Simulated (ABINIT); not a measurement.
# BaTiO3 (R3m) in ABINIT: relaxation of cell and atoms with LDA

Aim: the relaxation of cell and atoms of BaTiO3 with LDA.

Program: ABINIT 10.8.3 (patched build). These are calculated values, not measurements. Logs are shortened: lines on timing, memory, paths and dates and some standing lists are left out, and cuts for length are marked. The log counts tension as positive stress, the text compression.

**1. Starting point**

Symmetry: R3m, No. 160, trigonal system. Conventional cell: a = 5.655 Å, b = 5.655 Å, c = 6.955 Å, α = 90.00°, β = 90.00°, γ = 120.00°. Around Ba (site symmetry 3m) lie 12 O at 2.79 to 2.89 Å. Ti (site symmetry 3m) has 6 O at 1.87 to 2.14 Å as nearest neighbours. O (site symmetry m) has 2 Ti at 1.87 to 2.14 Å as nearest neighbours.

**2. Relaxation of cell and atoms, LDA**

Contents of run.abi:

```
# Pseudopotentials
pp_dirpath "./"
pseudos "Ba.LDA_PW-JTH.xml, Ti.LDA_PW-JTH.xml, O.LDA_PW-JTH.xml"

# Structure
acell 3*1.0
rprim
     5.3429485438     3.0847527799     4.3811287513
    -5.3429485438     3.0847527799     4.3811287513
     0.0000000000    -6.1695055600     4.3811287513
ntypat 3
znucl 56 22 8
natom 5
typat 1 2 3 3 3
xcart
     0.0000000000     0.0000000000     0.0000000000
     0.0000000000    -0.0000000001     6.3679706400
     2.6239220299    -1.5149220903     4.5331539189
    -2.6239220299    -1.5149220903     4.5331539189
     0.0000000000     3.0298441804     4.5331539189
chkprim 0
chksymtnons 0
tolsym 1.0e-6

# Plane-wave basis
ecut 23.0
pawecutdg 45.0
pawovlp -1

# k points
kptopt 1
ngkpt 6 6 6
nshiftk 1
shiftk 0.0 0.0 0.0

# Exchange and correlation
ixc 7

# Bands and occupations
nband 24
occopt 3
tsmear 0.00183747

# SCF cycle
nstep 100
tolvrs 1.0e-9

# Output
iomode 3
prtwf 0
prtden 0
prteig 0
prtebands 0
enunit 1

# Relaxation
ionmov 2
ntime 60
tolmxf 0.0005
optcell 2
dilatmx 1.08
ecutsm 0.5
```

Potentials or basis: JTH PAW LDA v2.0.

The run is started by

```bash
abinit run.abi > log 2>&1
```

run.abo:

```text
.Version 10.8.3 of ABINIT
 Symmetries : space group R3 m (#160); Bravais hR (rhombohedral)
================================================================================
 Values of the parameters that define the memory need of the present run
     intxc =       0    ionmov =       2      iscf =      17    lmnmax =      18
     lnmax =       6     mgfft =      36  mpssoang =       3    mqgrid =    3001
     natom =       5  nloc_mem =       2    nspden =       1   nspinor =       1
    nsppol =       1      nsym =       6    n1xccc =       1    ntypat =       3
    occopt =       3   xclevel =       1
       mpw =        2898          nfft =       46656          nkpt =          32
 PAW method is used; the additional fine FFT grid is defined by:
   mgfftf=        50    nfftf =    125000
================================================================================
================================================================================

--------------------------------------------------------------------------------
------------- Echo of variables that govern the present computation ------------
--------------------------------------------------------------------------------
 -outvars: echo values of preprocessed input variables --------
            acell      1.0000000000E+00  1.0000000000E+00  1.0000000000E+00 Bohr
              amu      1.37327000E+02  4.78800000E+01  1.59994000E+01
          chkprim           0
      chksymtnons           0
          dilatmx      1.08000000E+00
             ecut      2.30000000E+01 Hartree
           ecutsm      5.00000000E-01 Hartree
           enunit           1
           ionmov           2
              ixc           7
         kptrlatt        6    0    0      0    6    0      0    0    6
          kptrlen      4.54010481E+01
            natom           5
            nband          24
            ngfft          36      36      36
          ngfftdg          50      50      50
             nkpt          32
            nstep         100
             nsym           6
            ntime          60
           ntypat           3
           occopt           3
          optcell           2
        pawecutdg      4.50000000E+01 Hartree
          pawovlp     -1.0000000000E+00
           prtden           0
        prtebands           0
           prteig           0
            prtwf           0
            rprim      5.3429485438E+00  3.0847527799E+00  4.3811287513E+00
                      -5.3429485438E+00  3.0847527799E+00  4.3811287513E+00
                       0.0000000000E+00 -6.1695055600E+00  4.3811287513E+00
          spgroup         160
           tolmxf      5.00000000E-04
           tolsym      1.00000000E-06
           tolvrs      1.00000000E-09
           tsmear      1.83747000E-03 Hartree
            typat      1  2  3  3  3
           useylm           1
           xangst      0.0000000000E+00  0.0000000000E+00  0.0000000000E+00
                      -2.5932716577E-17 -5.1277330085E-11  3.3697849401E+00
                       1.3885197405E+00 -8.0166224595E-01  2.3988417458E+00
                      -1.3885197405E+00 -8.0166224595E-01  2.3988417458E+00
                      -2.9764253078E-17  1.6033244918E+00  2.3988417458E+00
            xcart      0.0000000000E+00  0.0000000000E+00  0.0000000000E+00
                      -4.9005732032E-17 -9.6900110329E-11  6.3679706400E+00
                       2.6239220299E+00 -1.5149220903E+00  4.5331539189E+00
                      -2.6239220299E+00 -1.5149220903E+00  4.5331539189E+00
                      -5.6246286660E-17  3.0298441804E+00  4.5331539189E+00
             xred      0.0000000000E+00  0.0000000000E+00  0.0000000000E+00
                       4.8450000000E-01  4.8450000000E-01  4.8450000000E-01
                       5.0860000000E-01  1.7499999993E-02  5.0860000000E-01
                       1.7499999993E-02  5.0860000000E-01  5.0860000000E-01
                       5.0860000000E-01  5.0860000000E-01  1.7499999993E-02
            znucl       56.00000   22.00000    8.00000

================================================================================

 chkinp: Checking input parameters for consistency.

================================================================================
== DATASET  1 ==================================================================

--- !DatasetInfo
iteration_state: {dtset: 1, }
dimensions: {natom: 5, nkpt: 32, mband: 24, nsppol: 1, nspinor: 1, nspden: 1, mpw: 2898, }
cutoff_energies: {ecut:  23.0, pawecutdg:  45.0, }
electrons: {nelect:   4.00000000E+01, charge:   0.00000000E+00, occopt:   3.00000000E+00, tsmear:   1.83747000E-03, }
meta: {optdriver: 0, ionmov: 2, optcell: 2, iscf: 17, paral_kgb: 0, }
...

[... 1029 lines left out ...]
  max grad (force/stress) = 4.5633E-04 < tolmxf= 5.0000E-04 ha/bohr (free atoms)

================================================================================

 ----iterations are completed or convergence reached----

 Mean square residual over all n,k,spin=   13.669E-10; max=  76.460E-08
 reduced coordinates (array xred) for    5 atoms
      -0.001846629045     -0.001846629045     -0.001846629045
       0.488195114840      0.488195114840      0.488195114840
       0.509202917352      0.014445679482      0.509202917352
       0.014445679482      0.509202917352      0.509202917352
       0.509202917352      0.509202917352      0.014445679482
 rms dE/dt=  1.7720E-03; max dE/dt=  1.9984E-03; dE/dt below (all hartree)
    1      -0.002089535734     -0.002089535734     -0.002089535734
    2      -0.000862608196     -0.000862608196     -0.000862608196
    3       0.001998403960     -0.001613108968      0.001998403960
    4      -0.001613108968      0.001998403960      0.001998403960
    5       0.001998403960      0.001998403960     -0.001613108968

 cartesian coordinates (angstrom) at end:
    1      0.00000000000000     0.00000000000019    -0.01269325312825
    2      0.00000000000000    -0.00000000005106     3.35572766335203
    3      1.38461509960341    -0.79940790049984     2.36651855848560
    4     -1.38461509960341    -0.79940790049984     2.36651855848560
    5      0.00000000000000     1.59881580089166     2.36651855848560

 cartesian forces (hartree/bohr) at end:
    1     -0.00000000000000     0.00000000000000     0.00045633351153
    2     -0.00000000000000    -0.00000000000000     0.00017296732697
    3     -0.00034144708054     0.00019713456387    -0.00020976694616
    4      0.00034144708054     0.00019713456387    -0.00020976694616
    5     -0.00000000000000    -0.00039426912774    -0.00020976694617
 frms,max,avg= 2.3615093E-04 4.5633351E-04   0.000E+00  0.000E+00  2.626E-05 h/b

 cartesian forces (eV/Angstrom) at end:
    1     -0.00000000000000     0.00000000000000     0.02346561263758
    2     -0.00000000000000    -0.00000000000000     0.00889433756444
    3     -0.01755791482721     0.01013706685210    -0.01078665006719
    4      0.01755791482721     0.01013706685210    -0.01078665006719
    5     -0.00000000000000    -0.02027413370421    -0.01078665006765
 frms,max,avg= 1.2143369E-02 2.3465613E-02   0.000E+00  0.000E+00  1.350E-03 e/A
 length scales=  7.485918045839  7.485918045839  7.485918045844 bohr
              =  3.961377229858  3.961377229858  3.961377229861 angstroms
 Fermi (or HOMO) energy (eV) =   5.11683   Average Vxc (eV)= -11.94595
 Eigenvalues (   eV  ) for nkpt=  32  k points:
 kpt#   1, nband= 24, wtk=  0.00463, kpt=  0.0000  0.0000  0.0000 (reduced coord)
 -51.57663  -28.17909  -28.17909  -28.16992  -20.65042  -12.62121  -11.92400  -11.92400
  -5.79950   -5.79950   -5.79895    1.78734    1.78734    1.78774    2.67793    2.67793
   2.85768    3.58666    3.71420    3.71420    6.19902    6.19902    6.33514    8.58669
 prteigrs : prtvol=0 or 1, do not print more k-points.

--- !EnergyTerms
iteration_state     : {dtset: 1, itime: 8, icycle: 1, }
comment             : Components of total free energy in Hartree
kinetic             :  3.95212484822206E+01
hartree             :  2.89715612848465E+01
xc                  : -2.16225772498553E+01
Ewald energy        : -1.04515142746355E+02
psp_core            :  9.60845607038345E+00
local_psp           : -8.90183873272803E+01
PAW spherical_terms :  3.54441738928399E+00
internal            : -1.33510424096756E+02
'-kT*entropy'       : -1.37525395377278E-12
total_energy        : -1.33510424096758E+02
total_energy_eV     : -3.63300371796160E+03
...

--- !EnergyTermsDC
iteration_state     : {dtset: 1, itime: 8, icycle: 1, }
comment             : '"Double-counting" decomposition of free energy'
band_energy         : -1.42052515794351E+01
Ewald energy        : -1.04515142746355E+02
psp_core            :  9.60845607038345E+00
xc_dc               : -2.71598629221041E+01
PAW spherical_terms :  2.76137891799191E+00
internal            : -1.33510422259519E+02
'-kT*entropy'       : -1.37525395377278E-12
total_energy_dc     : -1.33510422259521E+02
total_energy_dc_eV  : -3.63300366796783E+03
...

--- !EnergyTermsWithPAWCore
iteration_state     : {dtset: 1, itime: 8, icycle: 1, }
comment             : 'Components of total free energy, including PAW core contributions'
Total energy        : -9.20619978169096E+03
Total energy DC     : -9.20619977985373E+03
Total energy (eV)   : -2.50513458117259E+05
Total energy DC (eV): -2.50513458067265E+05
...

 rms coord change=  2.3289E-03   atom, delta coord (reduced):
     1       -0.001846629045     -0.001846629045     -0.001846629045
     2        0.003695114841      0.003695114841      0.003695114841
     3        0.000602917357     -0.003054320511      0.000602917357
     4       -0.003054320511      0.000602917357      0.000602917357
     5        0.000602917357      0.000602917357     -0.003054320511

 Cartesian components of stress tensor (hartree/bohr^3)
  sigma(1 1)=  4.07479818E-06  sigma(3 2)=  3.48592895E-13
  sigma(2 2)=  4.07479911E-06  sigma(3 1)=  0.00000000E+00
  sigma(3 3)=  4.45597117E-06  sigma(2 1)=  0.00000000E+00

-Cartesian components of stress tensor (GPa)         [Pressure= -1.2362E-01 GPa]
- sigma(1 1)=  1.19884701E-01  sigma(3 2)=  1.02559570E-08
- sigma(2 2)=  1.19884729E-01  sigma(3 1)=  0.00000000E+00
- sigma(3 3)=  1.31099198E-01  sigma(2 1)=  0.00000000E+00

== END DATASET(S) ==============================================================
================================================================================

 -outvars: echo values of variables after computation  --------
            acell      7.4859180458E+00  7.4859180458E+00  7.4859180458E+00 Bohr
           etotal     -1.3351042226E+02
            fcart     -8.4962716464E-21  3.0025272476E-21  4.5633351153E-04
                      -1.4804025015E-20 -1.0301409498E-20  1.7296732697E-04
                      -3.4144708054E-04  1.9713456387E-04 -2.0976694616E-04
                       3.4144708054E-04  1.9713456387E-04 -2.0976694616E-04
                      -8.9600096265E-22 -3.9426912774E-04 -2.0976694617E-04
            rprim      7.0646509029E-01  4.0787781003E-01  5.7839672223E-01
                      -7.0646509029E-01  4.0787781003E-01  5.7839672223E-01
                       0.0000000000E+00 -8.1575562009E-01  5.7839672223E-01
           strten      4.0747981771E-06  4.0747991066E-06  4.4559711659E-06
                       3.4859289477E-13  0.0000000000E+00  0.0000000000E+00
           xangst      6.2479715924E-19  1.9315010668E-13 -1.2693253128E-02
                       5.6697032331E-17 -5.1063218121E-11  3.3557276634E+00
                       1.3846150996E+00 -7.9940790050E-01  2.3665185585E+00
                      -1.3846150996E+00 -7.9940790050E-01  2.3665185585E+00
                       2.3285080798E-17  1.5988158009E+00  2.3665185585E+00
             xred     -1.8466290445E-03 -1.8466290445E-03 -1.8466290445E-03
                       4.8819511484E-01  4.8819511484E-01  4.8819511484E-01
                       5.0920291735E-01  1.4445679482E-02  5.0920291735E-01
                       1.4445679482E-02  5.0920291735E-01  5.0920291735E-01
                       5.0920291735E-01  5.0920291735E-01  1.4445679482E-02
 Calculation completed.
```

It took 9.1 min on 1 thread of Arm Neoverse V2, shared host; peak memory 0.16 GiB.

What came out:

```
Free energy                            : -3633.0037 eV
Relaxed volume                         : 12.43 Å³/atom
Relaxed cell                           : a = 3.961 Å, b = 3.961 Å, c = 3.961 Å, α = 89.90°, β = 89.90°, γ = 89.90°
Space group after relaxing (to 0.05 Å) : R3m (No. 160)
Energy gained by relaxing              : 6.3 meV/atom
Ionic steps                            : 8
Pressure after relaxing                : -0.1 GPa
Largest force after relaxing           : 0.023 eV/Å
Band gap on the k mesh                 : 2.19 eV, indirect (least direct gap 2.48 eV)
```

Forces in eV/Å, atoms in the order of the input:
```
Ba   0.000  0.000  0.023
Ti   0.000  0.000  0.009
O   -0.018  0.010 -0.011
O    0.018  0.010 -0.011
O    0.000 -0.020 -0.011
```

Step by step:
```tsv
step	energy change (eV)	largest force (eV/Å)	pressure (GPa)	volume (Å³)
1	0.0000	0.1496	-4.62	64.20
2	-0.0195	0.1402	-2.17	63.30
3	-0.0263	0.2405	0.11	62.46
4	-0.0277	0.2172	0.28	62.35
5	-0.0312	0.0781	0.30	62.09
6	-0.0314	0.0458	0.07	62.13
7	-0.0315	0.0280	-0.06	62.16
8	-0.0316	0.0235	-0.12	62.16
```

Final structure:
```
Ba Ti O
1.0
     2.79857    1.61576    2.29125
    -2.79857    1.61576    2.29125
     0.00000   -3.23152    2.29125
Ba Ti O
1 1 3
Direct
  0.99815 0.99815 0.99815
  0.48820 0.48820 0.48820
  0.50920 0.01445 0.50920
  0.01445 0.50920 0.50920
  0.50920 0.50920 0.01445
```

Caveat: this set's barium file shifts pressures by 1.5 GPa and gaps by 0.1 eV against other sets; spin-orbit coupling is left out, which moves the levels of the heavy elements; the atomic spheres overlap. As with any semilocal functional, this LDA gap is likely too small.
